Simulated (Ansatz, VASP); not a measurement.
Co in VASP and in Ansatz

```
CELL_PARAMETERS angstrom
2.48770 -0.03651 -0.00424
-1.27547 2.15717 -0.00746
-0.00690 -0.01799 4.00029
ATOMIC_POSITIONS crystal
Co 0.66667 0.33333 0.75000
Co 0.33333 0.66667 0.25000
```

Change from the starting cell: cell strained at random at fixed volume.

Alike in both runs: task single point; functional BLYP; k mesh 9 × 9 × 5; occupations fermi-dirac, width 0.05 eV; collinear spin.

|  | VASP | Ansatz |
| --- | --- | --- |
| version | VASP 6.6.1 | Ansatz 0.2.0 |
| potentials or method | VASP PAW PBE potentials, release 64 (Co) | JTH PAW |
| plane-wave cutoff (eV) | 520 | 1320 |
| valence electrons in the cell | 18 | 34 |

Ansatz gave:

```
gap on the k mesh at the Fermi level (eV)                     : none
pressure (GPa)                                                : 13.8
largest component of the traceless stress (GPa)               : 3.54
rms of the force components (eV/Å)                            : 0.051
net moment per atom (μB)                                      : 1.52
size of the moment on the site where the two differ most (μB) : 1.59
```

Which values does VASP return?

gap on the k mesh at the Fermi level (eV): none; pressure (GPa): 13.1; largest component of the traceless stress (GPa): 3.47; rms of the force components (eV/Å): 0.051; net moment per atom (μB): 1.52; size of the moment on the site where the two differ most (μB): 1.53.

Site moments also hang on the region over which each program counts them. Atom by atom the forces differ by 0.001 eV/Å (rms over components). A gap of «none» marks a metal or a gap that the smearing closes. With one functional, cell and mesh, what is left measures potentials, basis and numerics. The two sets of potentials don't hold the same shells in valence.

Caveats: the PAW data sets were made with another functional, which shifts forces and pressure a little (VASP).
